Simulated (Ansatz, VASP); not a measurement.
SnO2: VASP beside Ansatz

```
Sn O
1.0
     3.17576    0.00000    0.00000
    -1.58788    2.75029    0.00000
     0.00000    0.00000   10.68740
Sn O
2 4
Direct
  0.00000 0.00000 0.50000
  0.00000 0.00000 0.00000
  0.66667 0.33333 0.40777
  0.66667 0.33333 0.09223
  0.33333 0.66667 0.59223
  0.33333 0.66667 0.90777
```

Alike in both runs: functional LDA; k mesh 6 × 6 × 2; occupations gaussian, width 0.1 eV; no spin polarisation.

Ansatz relaxed the structure, and its values are those at the end. VASP's run is a single point on that final structure, the one shown.

```csv
,VASP,Ansatz
version,VASP 6.6.1,Ansatz 0.2.0
potentials or method,"VASP PAW LDA potentials, release 64 (Sn_d, O)","scalar-relativistic, plane waves, PAW"
plane-wave cutoff (eV),520,420
valence electrons in the cell,52,52
```

Ansatz gave:

```
gap on the k mesh at the Fermi level (eV) : 2.34
least direct gap on the mesh (eV)         : 2.85
pressure (GPa)                            : -0.2
rms of the force components (eV/Å)        : 0.023
```

Task: Which values does VASP return?

Result: gap on the k mesh at the Fermi level (eV): 2.34; least direct gap on the mesh (eV): 2.87; pressure (GPa): 0.6; rms of the force components (eV/Å): 0.054.

Caveats: spin-orbit coupling is left out, which moves the levels of the heavy elements. A k mesh can miss the band edges. Expect the measured gap to be larger: semilocal functionals such as LDA lack the derivative discontinuity.
